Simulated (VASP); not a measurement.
Runs of VASP 6.6.1 on SiC. The structure is hexagonal, space group P6_3mc (No. 186). Conventional cell: a = 3.076 Å, b = 3.076 Å, c = 10.071 Å, α = 90.00°, β = 90.00°, γ = 120.00°. Si (site symmetry 3m) is surrounded by 4 C at 1.88 to 1.89 Å. Si (site symmetry 3m) is surrounded by 4 C at 1.88 to 1.89 Å. C (site symmetry 3m) has 4 Si at 1.88 to 1.89 Å as nearest neighbours. Around C (site symmetry 3m) lie 4 Si at 1.88 to 1.89 Å. The cell is a database's computed one.

```tsv
task	level	potentials or basis	cell	cutoff (eV)	gap on the mesh (eV)	pressure (GPa)	relaxed volume (Å³/atom)	largest force (eV/Å)
relaxation of cell and atoms	RPBE+D3	VASP PAW PBE potentials, release 64 (Si, C)	relaxed	600	2.24	0.0	10.42	-
relaxation of cell and atoms	PBE+rVV10	VASP PAW PBE potentials, release 64 (Si, C)	relaxed	600	2.18	0.0	10.45	-
relaxation of cell and atoms	PBE	VASP PAW PBE potentials, release 64 (Si, C)	relaxed	580	2.22	0.1	10.49	-
relaxation of cell and atoms	revPBE+D4	VASP PAW PBE potentials, release 64 (Si, C)	relaxed	600	2.23	0.0	10.16	0.01
band structure	PBE	VASP PAW PBE potentials, release 64 (Si_GW, C_GW)	as given	550	2.23	4.0	-	0.01
relaxation of cell and atoms	PBE	VASP PAW PBE potentials, release 64 (Si_GW, C_GW)	relaxed	680	2.22	0.0	10.50	0.01
band structure	PBE	VASP PAW PBE potentials, release 64 (Si_GW, C_GW)	as given	600	2.23	-	-	-
relaxation of cell and atoms	PBEsol+rVV10	VASP PAW PBE potentials, release 64 (Si, C)	relaxed	600	2.10	0.0	(a)	-
relaxation of cell and atoms	BLYP+D3	VASP PAW PBE potentials, release 64 (Si, C)	relaxed	600	2.53	0.0	10.58	0.01
relaxation of cell and atoms	PBEsol+D3	VASP PAW PBE potentials, release 64 (Si, C)	relaxed	600	2.11	0.0	10.27	-
relaxation of cell and atoms	PBE+D3(BJ)	VASP PAW PBE potentials, release 64 (Si, C)	relaxed	600	2.23	0.0	10.27	-
relaxation of cell and atoms	BLYP+D4	VASP PAW PBE potentials, release 64 (Si, C)	relaxed	600	2.54	0.2	(b)	0.02
```

Alike in all rows: no spin polarisation; k mesh 10 × 10 × 3; smearing fermi-dirac 0.05 eV.

Fill in the values left out.

(a) 10.33; (b) 10.31.

Caveats: an odd mesh through Γ misses points on the zone boundary, where band edges often lie (some runs); the PAW data sets were made with another functional, which shifts forces and pressure a little (some runs).

Not every run made on this cell is shown here.
